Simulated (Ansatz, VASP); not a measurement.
## TaN: VASP beside Ansatz

```
CELL_PARAMETERS angstrom
3.42163 0.00000 0.00000
0.00000 3.42163 0.00000
0.00000 0.00000 5.00992
ATOMIC_POSITIONS crystal
Ta 0.00000 0.00000 0.00000
Ta 0.50000 0.50000 0.00000
N 0.50000 0.00000 0.26700
N 0.00000 0.50000 0.73300
```

The cell was built by a generator and needn't be a form met in nature.

Alike in both runs: task single point; functional PBE; k mesh 8 × 8 × 6; occupations fermi-dirac, width 0.05 eV; no spin polarisation.

|  | VASP | Ansatz |
| --- | --- | --- |
| version | VASP 6.6.1 | Ansatz 0.2.0 |
| potentials or method | VASP PAW PBE potentials, release 64 (Ta_pv, N) | Ansatz PAW |
| plane-wave cutoff (eV) | 520 | 420 |
| valence electrons in the cell | 32 | 36 |

Ansatz gave:

| Property | Result |
| --- | --- |
| gap on the k mesh at the Fermi level (eV) | none |
| rms of the force components (eV/Å) | 1.239 |

Q: What did VASP give for the same quantities?

A: gap on the k mesh at the Fermi level (eV): none; rms of the force components (eV/Å): 1.204.

Atom by atom the forces differ by 0.034 eV/Å (rms over components). A gap of «none» marks a metal or a gap that the smearing closes. The two sets of potentials don't hold the same shells in valence.

Caveats: forces of over 1 eV/Å show positions far from the minimum, so gaps and moduli don't describe the material at rest. The runs have no spin-orbit coupling, so splittings on Ta are missing.
